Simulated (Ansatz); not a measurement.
Space group Cccm (No. 66). a = 4.164 Å, b = 4.176 Å, c = 5.151 Å, α = 90.00°, β = 90.00°, γ = 90.00°
```json
{"atom": "Cu", "site": "4f", "symmetry": "..2/m", "x": "0.2500", "y": "0.2500", "z": "0.5000"}
{"atom": "O", "site": "4b", "symmetry": "222", "x": "0.5000", "y": "0.0000", "z": "0.7500"}
```

Equation of state of this CuO structure (not necessarily the ground state), with shape and atoms relaxed at each volume where symmetry leaves them free. It has no gap at any of these volumes. These are results of DFT PBE, scalar-relativistic, plane waves, PAW (Ansatz), not measurements.

Settings: cutoff 420 eV, Γ-centred mesh 14×14×8 on the computed 4-atom cell, Gaussian smearing of 0.10 eV; no spin polarisation.

| V (Å³/atom) | E − E(largest V) (meV/atom) | P (GPa) |
| --- | --- | --- |
| 9.854 | 43.95 | 22.31 |
| 10.190 | 4.66 | 15.47 |
| 10.525 | -21.31 | 9.55 |
| 10.861 | -35.75 | 4.43 |
| 11.197 | -40.26 | 0.00 |
| 11.533 | -36.21 | -3.80 |
| 11.869 | -24.82 | -7.04 |
| 12.317 | 0.00 | -10.64 |

Q: Fit a third-order Birch–Murnaghan equation to E(V).

A: V0 = 11.20 Å³/atom, B0 = 135 GPa, B0' = 4.0.

Spin polarisation was left out, and a magnetic state may lie lower.

This form isn't the usual stable structure of the compound.